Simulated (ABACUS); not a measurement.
The system is Nb.

```
Nb
1.0
     1.66395    1.66395    1.66395
    -1.66395    1.66395    1.66395
    -1.66395   -1.66395    1.66395
Nb
1
Cartesian
  0.0000 0.0000 0.0000
```

Program: ABACUS 3.10.1. Alike in all runs: task single point; no spin polarisation; cell as given; smearing fermi-dirac 0.05 eV. Hardware: 4 MPI ranks on Intel(R) Xeon(R) Platinum 8488C (Sapphire Rapids), on a shared host.

Order these runs on this cell by their wall time, lowest first.
A. level PBE; potentials or basis SG15 ONCV 1.2 PBE, DZP LCAO (the cutoffs set its grid); k mesh 10 × 10 × 10; cutoff (eV) 1361; orbital files Nb Nb_confined-atom_7au_3s2p2d1f.orb; SCF threshold on the density 1e-07; eigensolver genelpa; mesh quality not flagged
B. level SCAN; potentials or basis SG15 ONCV 1.2 PBE, plane waves; k mesh 7 × 7 × 7; cutoff (eV) 1293; SCF threshold on the density 1e-08; eigensolver dav; mesh quality coarse
C. level LDA; potentials or basis PseudoDojo NC SR 0.4.1 LDA standard, DZP LCAO (the cutoffs set its grid); k mesh 10 × 10 × 10; cutoff (eV) 1361; orbital files Nb Nb_confined-atom_7au_3s2p2d1f.orb; SCF threshold on the density 1e-07; eigensolver scalapack_gvx; mesh quality not flagged

A (2.4 s), C (5.8 s), B (14 s).

Caveats: some runs use coarse meshes; the atomic orbitals were generated for these runs and aren't a published set (some runs).

Not every run made on this cell is shown here.
